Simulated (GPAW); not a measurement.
Crystal: Bi.

```
CELL_PARAMETERS angstrom
-1.98143 1.98143 1.98143
1.98143 -1.98143 1.98143
1.98143 1.98143 -1.98143
ATOMIC_POSITIONS crystal
Bi 0.00000 0.00000 0.00000
```

This isn't the form of Bi at room conditions, which is rhombohedral.

* Program: GPAW 26.7.0
* Task: relaxation of cell and atoms
* Functional: PBEsol
* Dispersion: D4
* Potentials or basis: PAW data sets generated in the run's folder for this functional
* Cutoff: 600 eV
* Basis: pw
* k mesh: 9 × 9 × 9
* Occupations: fermi-dirac, width 0.05 eV
* Spin: no spin polarisation

At the start: pressure -3.7 GPa; volume 31.12 Å³/atom.

Problem. How do energy, volume and symmetry change on relaxing?

Solution. Over 3 steps the energy falls by 23.8 meV/atom and the volume is 29.04 Å³/atom (-6.7 %); space group Im-3m (No. 229, to 0.05 Å).

Step by step:
| step | energy change (eV) | largest force (eV/Å) | pressure (GPa) | volume (Å³) |
| --- | --- | --- | --- | --- |
| 1 | 0.0000 | 0.0000 | -3.71 | 31.12 |
| 2 | -0.0170 | 0.0000 | -2.12 | 30.17 |
| 3 | -0.0238 | 0.0000 | 0.11 | 29.04 |

Final structure:
```
CELL_PARAMETERS angstrom
-1.93625 1.93625 1.93625
1.93625 -1.93625 1.93625
1.93625 1.93625 -1.93625
ATOMIC_POSITIONS crystal
Bi 0.00000 0.00000 0.00000
```

Caveat: later steps reuse the first step's grids; pairwise dispersion overbinds metals, which lowers pressure and volume.
